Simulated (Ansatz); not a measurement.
Calculated Al-27 NMR of the central transition for Al₂O₃

Cell: a computed structure from the Materials Project (it need not be an observed phase).

Space group Pbcn (No. 60); a = 7.0899, b = 4.8469, c = 4.9854 Å.

```csv
site,Wyckoff,site symmetry,x,y,z
Al,8d,1,0.3904,0.2522,0.0305
O9,8d,1,0.6540,0.1070,0.1020
O17,4c,.2.,0.0000,0.0494,0.2500
```

One atom of each set is listed.

Level of theory: DFT, PBE, plane waves and PAW, scalar-relativistic, 420 eV cutoff, Γ-centred 3×5×5 k-points, Fermi–Dirac smearing 0.02 eV (Ansatz 0.2.0).

Al-27 has I = 5/2 and Q = 146.6 mb (Pyykkö 2018); at 21.1 T its Larmor frequency is ν₀ = 234.3 MHz. Only the quadrupole interaction is simulated: positions count from each site's isotropic chemical shift, and J coupling is left out, as are shift anisotropy and dipolar coupling, which fast spinning averages.

(1) What does the Al-27 spectrum (fast magic-angle spinning) show for each site?

Answers

(1) 

```csv
site,first shell,C_Q (MHz),η,P_Q (MHz),δ_QIS (ppm),breadth (kHz)
Al,6 O at 1.87–2.03 Å,4.56,0.68,4.90,-2.63,1.42
```

δ_QIS = −(ν_Q²/30ν₀²)[I(I+1) − 3/4](1 + η²/3) × 10⁶ ppm with ν_Q = 3|C_Q|/[2I(2I−1)]; it falls as 1/B₀² in ppm, and the breadth as 1/B₀ in kHz.
